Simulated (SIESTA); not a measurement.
## Mo under changes of volume

One of the cells (16.209 Å³/atom); the others are scaled copies at fixed shape and fractional positions:

```
CELL_PARAMETERS angstrom
-1.59430 1.59430 1.59430
1.59430 -1.59430 1.59430
1.59430 1.59430 -1.59430
ATOMIC_POSITIONS crystal
Mo 0.00000 0.00000 0.00000
```

* Program: SIESTA 5.4.2
* Functional: PBEsol
* Potentials or basis: PseudoDojo 0.4 standard (PBEsol files)
* Basis: DZP (energy shift 0.003 Ry; two zetas on semicore shells)
* Grid cutoff: 800 Ry
* Energy shift: 0.003 Ry
* k mesh: 12 × 12 × 12
* Occupations: fermi-dirac, width 0.05 eV
* Spin: no spin polarisation

| volume (Å³/atom) | energy over the lowest point (meV/atom) | pressure (GPa) |
| --- | --- | --- |
| 14.938 | 19.66 | 11.6 |
| 15.256 | ? | ? |
| 15.574 | 0.00 | -1.1 |
| 16.209 | 25.99 | -11.5 |
| 16.527 | 53.26 | -15.9 |
| 16.845 | 88.74 | -19.7 |

Question: What does the run at 15.256 Å³/atom give?

Answer: Energy over the lowest point 3.57 meV/atom; pressure 4.9 GPa.

Worked out: A Birch-Murnaghan fit of order 3 (a polynomial in V^(-2/3)) to the other rows has its minimum at 15.51 Å³/atom with B0 = V·E''(V) = 286 GPa and B' = 4.3. It gives 3.47 meV/atom at 15.256 Å³/atom, against the run's 3.57, and -dE/dV = 4.8 GPa, against 4.9.

Energies are extrapolated to zero smearing.

Caveats: the basis of atomic orbitals isn't converged, which shifts pressures, moduli and gaps.
